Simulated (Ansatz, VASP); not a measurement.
**Two plane-wave programs on TiCo**

```
Ti Co
1.0
     2.98520    0.00000    0.00000
     0.00000    2.98520    0.00000
     0.00000    0.00000    2.98520
Ti Co
1 1
Direct
  0.00000 0.00000 0.00000
  0.50000 0.50000 0.50000
```

Alike in both runs: functional PBE; k mesh 18 × 18 × 18; occupations gaussian, width 0.1 eV; collinear spin.

Ansatz relaxed the structure, and its values are those at the end. VASP's run is a single point on that final structure, the one shown.

|  | VASP | Ansatz |
| --- | --- | --- |
| version | VASP 6.6.1 | Ansatz 0.2.0 |
| potentials or method | VASP PAW PBE potentials, release 64 (Ti_sv, Co) | scalar-relativistic, plane waves, PAW |
| plane-wave cutoff (eV) | 520 | 420 |
| valence electrons in the cell | 21 | 29 |

Ansatz gave:

* gap on the k mesh at the Fermi level (eV): none
* pressure (GPa): 0.0
* net moment per atom (μB): 0.43
* size of the moment on the site where the two differ most (μB): 0.98

Estimate VASP's values.

gap on the k mesh at the Fermi level (eV): none; pressure (GPa): -0.6; net moment per atom (μB): 0.43; size of the moment on the site where the two differ most (μB): 0.94.

Site moments also hang on the region over which each program counts them. A gap of «none» marks a metal or a gap that the smearing closes. The functional is the same, so the differences come from potentials, cutoffs and numerics. The two sets of potentials don't hold the same shells in valence.
